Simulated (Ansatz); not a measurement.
CuCl: smallest direct gap on path against volume per atom

Results calculated with Ansatz 0.2.0, not measured. Periodic Kohn-Sham DFT of a crystal at fixed atoms; Kohn-Sham levels at symmetry points; band -1 is the highest filled and +1 the lowest empty one at that point, spin up along a +z start moment.

Cell of the first row (space group F-43m, No. 216):
```
CuCl
1.0
      0.0000     2.6548     2.6548
      2.6548     0.0000     2.6548
      2.6548     2.6548     0.0000
Cu Cl
1 1
Direct
  0.00000 0.00000 0.00000
  0.75000 0.75000 0.75000
```

Settings of every row: method all-electron LAPW; functional PBE; relativity scalar; k mesh 11x11x11; filling fermi-dirac; smearing width 0.03 eV; basis error target 0.25 meV/atom; nucleus gaussian.

Atom start moment: 0 on all atoms.

Limits: semilocal functionals tend to give too small a gap.

| row | volume per atom (Å³) | smallest direct gap on path (eV) | band gap (eV) |
| --- | --- | --- | --- |
| 1 | 18.71 | 0.65 | 0.65 |
| 2 | 19.109 | 0.608 | 0.608 |
| 3 | 19.507 | 0.568 | 0.568 |
| 4 | 19.706 | 0.549 | 0.549 |
| 5 | 19.905 | 0.531 | 0.531 |
| 6 | 20.104 | 0.513 | 0.513 |
| 7 | 20.303 | 0.496 | 0.496 |
| 8 | 20.701 | ? | ? |
| 9 | 21.099 | 0.434 | 0.434 |

Question: what smallest direct gap on path should row 8 give?

Worked fit of smallest direct gap on path. Take t = volume per atom − 20, in Å³. The shown rows have t = -1.29, -0.891, -0.493, -0.294, -0.095, 0.104, 0.303, 1.099. Least squares give smallest direct gap on path = 0.5223 − 0.08898 × t + 0.00784 × t² eV; a straight line predicts inner rows, each left out in turn, worse (root mean square 0.0035 against 0.00018 eV). All shown rows lie on it to the printed digit. The withheld row has t = 0.701, so the fit gives 0.5223 − 0.08898 × (0.701) + 0.00784 × (0.701)² = 0.464 eV.

The calculation gave 0.464 eV. The fit meets it to the printed digit.

The other values of row 8: band gap 0.464 eV.
